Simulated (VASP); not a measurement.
# BN (Qingsongite) (F-43m) in VASP: further runs, part 2 of 2

VASP 6.6.1.

## Step 4: Relaxation of cell and atoms, r2SCAN

This run uses another cell than the first one, of 5.91 Å³/atom, 1.004 times its volume.

The input, POSCAR:

```
BN
1.0
    0.0000000000      1.8075000000      1.8075000000
    1.8075000000      0.0000000000      1.8075000000
    1.8075000000      1.8075000000      0.0000000000
B N
1 1
Direct
    0.0000000000      0.0000000000      0.0000000000
    0.2500000000      0.2500000000      0.2500000000
```

The input, INCAR.step1:

```
SYSTEM = BN
ALGO = Normal ; EDIFF = 1E-5
EDIFFG = -0.005 ; ENCUT = 660
GGA = PE ; GGA_COMPAT = .FALSE.
IBRION = 2 ; ISIF = 3
ISMEAR = 0 ; LASPH = .TRUE.
LCHARG = .FALSE. ; LREAL = .FALSE.
LWAVE = .TRUE. ; NELM = 120
NELMIN = 4 ; NSW = 100
PREC = Accurate ; SIGMA = 0.01
```

The input, INCAR.step2:

```
SYSTEM = BN
ALGO = Normal ; EDIFF = 1E-7
EDIFFG = -0.02 ; ENCUT = 660
GGA_COMPAT = .FALSE. ; IBRION = 2
ISIF = 3 ; ISMEAR = 0
ISTART = 1 ; LASPH = .TRUE.
LCHARG = .FALSE. ; LMIXTAU = .TRUE.
LREAL = .FALSE. ; LWAVE = .FALSE.
METAGGA = R2SCAN ; NELM = 120
NELMIN = 4 ; NSW = 60
PREC = Accurate ; SIGMA = 0.01
```

The input, KPOINTS:

```
k-points
0
G
  7 7 7
  0 0 0
```

Potentials or basis: VASP PAW PBE potentials, release 64 (B, N).

Command:

```
$ cat potpaw_PBE.64/B/POTCAR potpaw_PBE.64/N/POTCAR > POTCAR
$ cp INCAR.step1 INCAR
$ mpirun -np 1 vasp_std > vasp.out
$ cp INCAR.step2 INCAR
$ mpirun -np 1 vasp_std > vasp.out
```

OUTCAR:

```text
SYSTEM = BN
   EDIFF = 1E-7
   EDIFFG = -0.02
   ENCUT = 660
   IBRION = 2
   ISIF = 3
   ISMEAR = 0
   ISTART = 1
   LASPH = .TRUE.
   LREAL = .FALSE.
   METAGGA = R2SCAN
   NELM = 120
   NELMIN = 4
   NSW = 60
   PREC = Accurate

 ion  position               nearest neighbor table
   1  0.000  0.000  0.000-   2 1.57   2 1.57   2 1.57   2 1.57
   2  0.250  0.250  0.250-   1 1.57   1 1.57   1 1.57   1 1.57

  LATTYP: Found a face centered cubic cell.
 ALAT       =     3.6150000000

  Lattice vectors:

 A1 = (   0.0000000000,   1.8075000000,   1.8075000000)
 A2 = (   1.8075000000,   0.0000000000,   1.8075000000)
 A3 = (   1.8075000000,   1.8075000000,   0.0000000000)

Analysis of symmetry for initial positions (statically):
=====================================================================
 Subroutine PRICEL returns:
 Original cell was already a primitive cell.

 Routine SETGRP: Setting up the symmetry group for a
 face centered cubic supercell.

 Subroutine GETGRP returns: Found 24 space group operations
 (whereof 24 operations were pure point group operations)
 out of a pool of 48 trial point group operations.

[... 164 lines left out ...]
 Fermi energy:         7.3176934388

 k-point     1 :       0.0000    0.0000    0.0000
  band No.  band energies     occupation
      1     -14.0487      2.00000
      2       7.2424      2.00000
      3       7.2424      2.00000
      4       7.2424      2.00000
      5      16.7680      0.00000
      6      16.7680      0.00000
      7      16.7680      0.00000
      8      18.3058      0.00000
[... 199 lines left out ...]
 k-point    20 :      -0.2857    0.4286    0.1429
  band No.  band energies     occupation
      1      -8.2212      2.00000
      2      -1.0359      2.00000
      3      -0.4789      2.00000
      4       1.9802      2.00000
      5      16.7753      0.00000
      6      21.2936      0.00000
      7      22.8096      0.00000
      8      24.2161      0.00000

------------------------ aborting loop because EDIFF is reached ----------------------------------------

  FORCE on cell =-STRESS in cart. coord.  units (eV):
  Direction    XX          YY          ZZ          XY          YZ          ZX
  --------------------------------------------------------------------------------------
  -------------------------------------------------------------------------------------
  Total       -0.0390927     -0.0390927     -0.0390927      0.0000000      0.0000000      0.0000000
  in kB       -5.3032474     -5.3032474     -5.3032474      0.0000000      0.0000000      0.0000000
  external PRESSURE =      -5.3032474 kB  Pullay stress =       0.0000000 kB

 VOLUME and BASIS-vectors are now :
 -----------------------------------------------------------------------------
  energy-cutoff  :      660.00
  volume of cell :       11.81
      direct lattice vectors                 reciprocal lattice vectors
     0.000000000  1.807500000  1.807500000    -0.276625173  0.276625173  0.276625173
     1.807500000  0.000000000  1.807500000     0.276625173 -0.276625173  0.276625173
     1.807500000  1.807500000  0.000000000     0.276625173  0.276625173 -0.276625173

 POSITION                                       TOTAL-FORCE (eV/Angst)
 -----------------------------------------------------------------------------------
      0.00000      0.00000      0.00000         0.000000      0.000000      0.000000
      0.90375      0.90375      0.90375        -0.000000     -0.000000     -0.000000
 -----------------------------------------------------------------------------------
    total drift:                                0.000000      0.000000      0.000000

  FREE ENERGIE OF THE ION-ELECTRON SYSTEM (eV)
  ---------------------------------------------------
  free  energy   TOTEN  =       -19.1739694846 eV

  energy  without entropy=      -19.1739694846  energy(sigma->0) =      -19.17396948

 reached required accuracy - stopping structural energy minimisation
```

OUTCAR.step1:

```text
SYSTEM = BN
   EDIFF = 1E-5
   EDIFFG = -0.005
   ENCUT = 660
   GGA = PE
   IBRION = 2
   ISIF = 3
   ISMEAR = 0
   LASPH = .TRUE.
   LREAL = .FALSE.
   NELM = 120
   NELMIN = 4
   NSW = 100
   PREC = Accurate

[... 270 lines left out ...]
 fundamental gap:      4.7008858938
 Fermi energy:         7.4445585624

 k-point     1 :       0.0000    0.0000    0.0000
  band No.  band energies     occupation
      1     -12.8349      2.00000
      2       7.3082      2.00000
      3       7.3082      2.00000
      4       7.3082      2.00000
      5      16.0897      0.00000
      6      16.0897      0.00000
      7      16.0897      0.00000
      8      17.5323      0.00000
[... 236 lines left out ...]
  FREE ENERGIE OF THE ION-ELECTRON SYSTEM (eV)
  ---------------------------------------------------
  free  energy   TOTEN  =       -17.4559086394 eV

  energy  without entropy=      -17.4559086394  energy(sigma->0) =      -17.45590864

 reached required accuracy - stopping structural energy minimisation
```

It took 26 s on 1 thread of Intel Xeon 8259CL, shared host; peak memory 0.13 GiB.

Results:

```
Free energy             : -19.1740 eV
Pressure after relaxing : -0.5 GPa
Band gap on the k mesh  : 5.24 eV, indirect (least direct gap 9.53 eV)
```

Final structure:
```
B N
1.0
     0.00000    1.80750    1.80750
     1.80750    0.00000    1.80750
     1.80750    1.80750    0.00000
B N
1 1
Direct
  0.00000 0.00000 0.00000
  0.25000 0.25000 0.25000
```

Levels at points of the mesh, in eV from the valence-band top:
```csv
k point,band 1,band 2,band 3,band 4,band 5,band 6,band 7,band 8
"(0.00, 0.00, 0.00)",-21.29,0.00,0.00,0.00,9.53,9.53,9.53,11.06
```

Caveat: the k points lie up to 0.43 Å⁻¹ apart in the final cell; the relaxation stopped at its first step, so nothing moved; the PAW data sets were made with another functional, which shifts forces and pressure a little. r2SCAN opens gaps a little over a GGA but as a rule still falls short of measured ones.

## Step 5: Summary

```csv
task,cell,k mesh,gap on the mesh (eV),pressure (GPa)
single point,"a = 2.552 Å, angles 60.0°, 2 atoms",7 × 7 × 7,5.25,1.2
single point,"a = 2.552 Å, angles 60.0°, 2 atoms",9 × 9 × 9,5.14,1.2
relaxation of cell and atoms,"relaxed from a = 2.556 Å, angles 60.0°, 2 atoms",7 × 7 × 7,5.24,-0.5
```

Alike in all rows: level r2SCAN; potentials or basis VASP PAW PBE potentials, release 64 (B, N); no spin polarisation; cutoff (eV) 660; smearing gaussian 0.01 eV.

Caveats: some runs use coarse meshes; the PAW data sets were made with another functional, which shifts forces and pressure a little; the relaxation stopped at its first step, so nothing moved (some runs).

Total energies depend on the potentials used, so only differences within one code and one set of settings carry meaning.

## Step 6: Comparison with measurements

Step 3. A measured gap of BN is 6.4 eV (indirect; 300 K; a printed reference work, monograph); the calculated 5.14 eV misses it by -1.26 eV. The value is that of r2SCAN on a finite k mesh, which can miss the band edges, without temperature or zero-point motion.
